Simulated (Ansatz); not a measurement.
Al: energy along a strain

Al, Fm-3m, a = 4.048 Å (as given, not relaxed at this level: -0.4 GPa). Ansatz: PBE, PAW, 420 eV, Γ-centred 20×20×20 mesh on 1 atom, Gaussian smearing 0.15 eV; no spin polarisation. Cell vectors (Å): 0.000 2.024 2.024; 2.024 0.000 2.024; 2.024 2.024 0.000. The cell is strained by x per cent times the pattern (1 -1 0 0 0 0) in the order xx yy zz yz xz xy (engineering shears), with fractional coordinates held. y is the free energy over the start, V0 = 16.582 Å³/atom. Symmetry makes y even in x.

```tsv
x (%)	y (meV/atom)
-2.00	?
-1.00	0.14
0.00	0.00
0.25	0.00
0.50	0.01
0.75	0.04
1.25	0.31
1.50	0.56
1.75	0.91
```

Fit y = c2 x² + c4 x⁴ to the other rows, get the stiffness along the pattern, and predict the missing energy.

Least squares on the rows shown. y = 0.07470 x² + 0.07384 x⁴. The clamped-ion stiffness p·C·p = 2 × 0.7470 eV × 160.2 / 16.582 Å³ = 14.4 GPa (second derivative at the start, which stands under stress). With a term in x⁶ added, the coefficient of x² becomes 0.005864, 92 % less, which shows how far this figure hangs on the form. At x = -2.00 the fit asked for gives 1.48 meV/atom. The run gave 1.36 meV/atom, so the fit is 0.12 meV/atom too high, small in itself but 9 % of the span of the series.

The energy rises almost imperceptibly at small strain and then steeply, so the quartic term already matches the quadratic one near 1 per cent. That isn't the elastic behaviour known for aluminium. This shear measures four times the tetragonal shear constant C′, and 14.4 GPa is several times too soft for the fcc metal, whose response at such strains should be nearly harmonic. The residual stress is too small to account for the gap.

The likely cause is incomplete Brillouin-zone sampling at this smearing. Shear splits symmetry-equivalent states near the Fermi level, and electrons moving into the lowered ones offset part of the elastic cost. On a finite mesh, a few heavily weighted groups of k-points can exaggerate this gain. Once the splitting exceeds the smearing width, the gain grows more slowly and the curve stiffens, which would also explain why a quartic continuation overshoots at -2.00. The series therefore supports neither a physical softening of the lattice nor a strong intrinsic anharmonicity; repeating it with denser meshes would test this reading.
